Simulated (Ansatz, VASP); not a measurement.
**Ag in VASP and in Ansatz**

The input INCAR:

```
SYSTEM = Ag
PREC = Accurate ; ENCUT = 520
EDIFF = 1E-7 ; ISMEAR = -1
SIGMA = 0.05 ; LREAL = .FALSE.
LASPH = .TRUE. ; NELM = 100
ALGO = Normal ; ISIF = 2
LWAVE = .FALSE. ; LCHARG = .FALSE.
GGA = PE ; NBANDS = 12
```

The input KPOINTS:

```
regular mesh
0
G
  11 11 11
  0 0 0
```

File POSCAR:

```
Ag
1.0
   -1.6774414196      1.6774414196      1.6774414196
    1.6774414196     -1.6774414196      1.6774414196
    1.6774414196      1.6774414196     -1.6774414196
Ag
1
Direct
    0.0000000000      0.0000000000      0.0000000000
```

The input input.yaml:

```yaml
crystal:
  lattice:
    - [-1.6774414196, 1.6774414196, 1.6774414196]
    - [1.6774414196, -1.6774414196, 1.6774414196]
    - [1.6774414196, 1.6774414196, -1.6774414196]
  atoms:
    - { symbol: Ag, position: [0.0, 0.0, 0.0] }
hamiltonian:
  xc: pbe
  pseudopotentials: { kind: paw }
kpoints:
  mp_grid: { grid: [11, 11, 11] }
scf:
  occupations: { method: fermi_dirac, width: 0.05 }
output:
  forces: true
  stress: true
  eigenvalues: true
  write_density: true
  write_potential: true
  elf: true
  volumetric_format: npy
```

Change from the starting cell: volume scaled by 1.04.

Alike in both runs: task single point; functional PBE; k mesh 11 × 11 × 11; occupations fermi-dirac, width 0.05 eV; no spin polarisation.

|  | VASP | Ansatz |
| --- | --- | --- |
| version | VASP 6.6.1 | Ansatz 0.2.0 |
| potentials or method | VASP PAW PBE potentials, release 64 (Ag) | Ansatz PAW |
| plane-wave cutoff (eV) | 520 | 420 |
| valence electrons in the cell | 11 | 19 |

|  | VASP | Ansatz | Ansatz less VASP |
| --- | --- | --- | --- |
| gap on the k mesh at the Fermi level (eV) | none | none | - |
| pressure (GPa) | -3.9 | -3.8 | +0.07 |

A gap of «none» marks a metal or a gap that the smearing closes. The functional is the same, so the differences come from potentials, cutoffs and numerics. The two sets of potentials don't hold the same shells in valence.
